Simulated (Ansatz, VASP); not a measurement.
## Two plane-wave programs on ZnSe

```
Zn Se
1.0
     4.08786    0.00000    0.00000
    -2.04393    3.54019    0.00000
     0.00000    0.00000   33.71454
Zn Se
2 2
Direct
  0.33333 0.66667 0.20299
  0.33333 0.66667 0.36056
  0.00000 0.00000 0.19667
  0.00000 0.00000 0.36688
```

Change from the starting cell: species swapped into a sheet of the GaS type.

Alike in both runs: functional PBE; k mesh 6 × 6 × 1; occupations gaussian, width 0.1 eV; no spin polarisation.

Ansatz relaxed the structure, and its values are those at the end. VASP's run is a single point on that final structure, the one shown.

```csv
,VASP,Ansatz
version,VASP 6.6.1,Ansatz 0.2.0
potentials or method,"VASP PAW PBE potentials, release 64 (Zn, Se)","scalar-relativistic, plane waves, PAW"
plane-wave cutoff (eV),520,420
valence electrons in the cell,36,56
```

|  | VASP | Ansatz | Ansatz less VASP |
| --- | --- | --- | --- |
| gap on the k mesh at the Fermi level (eV) | 1.72 | 1.72 | 0.000 |
| least direct gap on the mesh (eV) | 1.75 | 1.75 | 0.000 |
| rms of the force components (eV/Å) | 0.004 | 0.002 | -0.0028 |

With one functional, cell and mesh, what is left measures potentials, basis and numerics. The two sets of potentials don't hold the same shells in valence. Ansatz warned: «slab_cell_height_set».
